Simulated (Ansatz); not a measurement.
Cr:

```
Cr
1.0
     2.71400    0.00000    0.00000
    -1.35700    2.35039    0.00000
     0.00000    0.00000    4.41000
Cr
2
Direct
  0.66667 0.33333 0.75000
  0.33333 0.66667 0.25000
```

This isn't the form of Cr at room conditions, which is bcc.

* Program: Ansatz 0.2.0
* Task: relaxation of cell and atoms
* Functional: HSEsol
* Potentials or basis: Ansatz PAW
* Cutoff: 420 eV (not typed: the program's choice for these potentials)
* k mesh: 6 × 6 × 3
* Occupations: fermi-dirac, width 0.05 eV
* Spin: collinear spin, ferromagnetic start
* Starting moments: [3.0, 3.0] μB

At the start: volume 14.07 Å³/atom.

Task: How do energy, volume and symmetry change on relaxing?

Result: It ends after 5 steps and the volume is 13.58 Å³/atom (-3.5 %); space group P6_3/mmc (No. 194, to 0.05 Å); moment 5.22 μB per cell.

The path:
| step | energy change (eV) | largest force (eV/Å) | volume (Å³) |
| --- | --- | --- | --- |
| 1 | 0.0000 | 0.0000 | 28.13 |
| 2 | -0.0188 | 0.0000 | 27.00 |
| 3 | -0.0192 | 0.0000 | 27.16 |
| 4 | -0.0192 | 0.0000 | 27.15 |
| 5 | -0.0186 | 0.0000 | 27.15 |

Final structure:
```
CELL_PARAMETERS angstrom
2.67364 0.00000 0.00000
-1.33682 2.31544 0.00000
0.00000 0.00000 4.38642
ATOMIC_POSITIONS crystal
Cr 0.66667 0.33333 0.75000
Cr 0.33333 0.66667 0.25000
```

Caveat: the k mesh is coarse (spacing up to 0.47 Å⁻¹), so the values aren't converged, least of all with exact exchange; the magnetic or orbital state may not be the lowest; the plane-wave basis is chosen anew once the cell has moved, so the energies of steps on either side of that aren't comparable; the PAW data sets come from PBE, with cores solved anew for the run's functional, which leaves a small shift of forces and pressure.
